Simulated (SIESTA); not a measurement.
SiC (Moissanite 6H) under changes of volume

One of the cells (10.487 Å³/atom); the others are scaled copies at fixed shape and fractional positions:

```
Si C
1.0
     3.09500    0.00000    0.00000
    -1.54750    2.68035    0.00000
     0.00000    0.00000   15.17000
Si C
6 6
Cartesian
  1.5475 0.8934 6.9524
  0.0000 1.7869 14.5374
  1.5475 0.8934 12.0101
  0.0000 1.7869 4.4251
  0.0000 0.0000 9.4812
  0.0000 0.0000 1.8962
  1.5475 0.8934 5.0562
  0.0000 1.7869 12.6412
  1.5475 0.8934 10.1138
  0.0000 1.7869 2.5288
  0.0000 0.0000 7.5850
  0.0000 0.0000 0.0000
```

* Program: SIESTA 5.4.2
* Functional: PBE
* Potentials or basis: PseudoDojo 0.4 standard (PBE files)
* Basis: DZP (energy shift 0.01 Ry)
* Grid cutoff: 500 Ry
* Energy shift: 0.01 Ry
* k mesh: 10 × 10 × 2
* Occupations: fermi-dirac, width 0.05 eV
* Spin: no spin polarisation

```tsv
volume (Å³/atom)	energy over the lowest point (meV/atom)	pressure (GPa)	largest force (eV/Å)
9.858	35.05	16.9	0.136
10.068	16.73	11.2	0.135
10.277	5.34	6.3	0.132
10.487	0.00	1.9	0.130
10.697	?	?	?
10.907	5.64	-5.9	0.126
11.116	15.48	-9.1	0.124
```

Q: What does the run at 10.697 Å³/atom give?

A: Energy over the lowest point 0.27 meV/atom; pressure -2.2 GPa; largest force 0.128 eV/Å.

Worked out: A Birch-Murnaghan fit of order 3 (a polynomial in V^(-2/3)) to the other rows has its minimum at 10.58 Å³/atom with B0 = V·E''(V) = 205 GPa and B' = 4.1 at fixed shape and positions, which overstates the stiffness. It gives 0.30 meV/atom at 10.697 Å³/atom, against the run's 0.27, and -dE/dV = -2.2 GPa, against -2.2.

Energies are extrapolated to zero smearing.

Caveats: the basis of atomic orbitals isn't converged, which shifts pressures, moduli and gaps.
